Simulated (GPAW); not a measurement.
ZnO (zincite):

```xyz
4
Lattice="3.2493 0.0000 0.0000 -1.6247 2.8140 0.0000 0.0000 0.0000 5.2057" Properties=species:S:1:pos:R:3 pbc="T T T"
Zn    1.6247    0.9380    0.0000
Zn    0.0000    1.8760    2.6029
O     0.0000    1.8760    4.5759
O     1.6247    0.9380    1.9730
```

Base run:

```yaml
Program: GPAW 26.7.0
Functional: optB88-vdW
Potentials_or_basis: GPAW PAW data sets (gpaw-data 1.2.1)
Cutoff: 800 eV
Basis: pw
k_mesh: 6 × 6 × 3
Occupations: fermi-dirac, width 0.05 eV
Spin: no spin polarisation
```

Its results: band gap on the k mesh 0.96 eV, direct; largest force 0.072 eV/Å.

Q: The run is repeated on the same cell with these changes: functional from optB88-vdW to vdW-DF-cx; k mesh from 6 × 6 × 3 to 9 × 9 × 5. What comes out?

A: Band gap on the k mesh 0.85 eV, direct; largest force 0.072 eV/Å.

Several settings changed at once, so the effect can't be laid on one alone.

Caveats: the PAW data sets were made with another functional, which shifts forces and pressure a little.
